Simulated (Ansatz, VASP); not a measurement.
**Hf2C: VASP beside Ansatz**

```
Hf C
1.0
     2.07619    1.19869    3.12054
    -2.07619    1.19869    3.12054
     0.00000   -2.39738    3.12054
Hf C
2 1
Direct
  0.25130 0.25130 0.25130
  0.74870 0.74870 0.74870
  0.00000 0.00000 0.00000
```

Alike in both runs: functional PBE; k mesh 12 × 12 × 12; occupations gaussian, width 0.1 eV; no spin polarisation.

Ansatz relaxed the structure, and its values are those at the end. VASP's run is a single point on that final structure, the one shown.

|  | VASP | Ansatz |
| --- | --- | --- |
| version | VASP 6.6.1 | Ansatz 0.2.0 |
| potentials or method | VASP PAW PBE potentials, release 64 (Hf_pv, C) | scalar-relativistic, plane waves, PAW |
| plane-wave cutoff (eV) | 520 | 420 |
| valence electrons in the cell | 24 | 56 |

```csv
,VASP,Ansatz,Ansatz less VASP
gap on the k mesh at the Fermi level (eV),none,none,-
pressure (GPa),-0.7,0.0,+0.68
rms of the force components (eV/Å),0.003,0.000,-0.0032
```

A gap of «none» marks a metal or a gap that the smearing closes. The functional is the same, so the differences come from potentials, cutoffs and numerics. The two sets of potentials don't hold the same shells in valence.

The runs have no spin-orbit coupling, so splittings on Hf are missing.
